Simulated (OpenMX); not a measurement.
Runs of OpenMX 3.8.5 on CdO (Monteponite). Symmetry: Fm-3m, No. 225, cubic system. Conventional cell: a = 4.699 Å, b = 4.699 Å, c = 4.699 Å, α = 90.00°, β = 90.00°, γ = 90.00°. Cd (site symmetry m-3m) is surrounded by 6 O at 2.35 Å. O (site symmetry m-3m) is surrounded by 6 Cd at 2.35 Å. 

```tsv
level	gap on the mesh (eV)	pressure (GPa)
PBE	none	7.6
PBE+D3(BJ)	none	4.0
PBE+D4	none	4.0
PBE+D3	none	(a)
```

Alike in all rows: task single point; potentials or basis OpenMX 2013 PBE set, Cd7.0-s3p2d2, O6.0-s2p2d1, grid cutoff 500 Ry; no spin polarisation; cell as given; k mesh 7 × 7 × 7; smearing fermi-dirac 0.05 eV.

**Question.** Fill in the values left out.

**Answer.** (a) 5.5.

Caveats: the basis of atomic orbitals isn't converged, which shifts pressures, moduli and gaps; pairwise dispersion overbinds metals, which lowers pressure and volume (some runs).

A k mesh can miss the band edges, and the runs leave out spin-orbit coupling on Cd.

A gap of «none» marks a metal or a gap under the smearing width.
